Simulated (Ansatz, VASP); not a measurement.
## Two plane-wave programs on Ir

File INCAR:

```
SYSTEM = Ir
ALGO = Fast
EDIFF = 1E-7
ENCUT = 520
GGA = PE
ISIF = 2
ISMEAR = 0
LASPH = .TRUE.
LCHARG = .TRUE.
LELF = .TRUE.
LREAL = .FALSE.
LVHAR = .TRUE.
LWAVE = .FALSE.
NBANDS = 10
NELM = 100
PREC = Accurate
SIGMA = 0.1
```

Contents of KPOINTS:

```
k-points
0
G
  8 8 8
  0 0 0
```

POSCAR

```
Ir
1.0
   -1.4928648417      1.4928648417      1.4928648417
    1.4928648417     -1.4928648417      1.4928648417
    1.4928648417      1.4928648417     -1.4928648417
Ir
1
Direct
    0.0000000000      0.0000000000      0.0000000000
```

Input for Ansatz:

```yaml
crystal:
  lattice:
    - [-1.4928648417, 1.4928648417, 1.4928648417]
    - [1.4928648417, -1.4928648417, 1.4928648417]
    - [1.4928648417, 1.4928648417, -1.4928648417]
  atoms:
    - { symbol: Ir, position: [0.0, 0.0, 0.0] }
basis:
  ecutwfc: 420
kpoints:
  mp_grid: { grid: [8, 8, 8] }
hamiltonian:
  xc: pbe
scf:
  occupations: { method: gaussian, width: 0.1 }
output:
  forces: true
  stress: true
  eigenvalues: true
```

Alike in both runs: task single point; functional PBE; k mesh 8 × 8 × 8; occupations gaussian, width 0.1 eV; no spin polarisation.

|  | VASP | Ansatz |
| --- | --- | --- |
| version | VASP 6.6.1 | Ansatz 0.2.0 |
| potentials or method | VASP PAW PBE potentials, release 64 (Ir) | scalar-relativistic, plane waves, PAW |
| plane-wave cutoff (eV) | 520 | 420 |
| valence electrons in the cell | 9 | 17 |

Ansatz gave:

```
gap on the k mesh at the Fermi level (eV) : none
pressure (GPa)                            : 51.4
```

Q: Which values does VASP return?

A: gap on the k mesh at the Fermi level (eV): none; pressure (GPa): 52.7.

A gap of «none» marks a metal or a gap that the smearing closes. The two sets of potentials don't hold the same shells in valence.

Caveats: the k mesh is coarse (spacing up to 0.37 Å⁻¹), so the values aren't converged; so large a pressure means that the cell lies far from this level's equilibrium, or that cutoff or potentials fall short (VASP). The runs have no spin-orbit coupling, so splittings on Ir are missing.
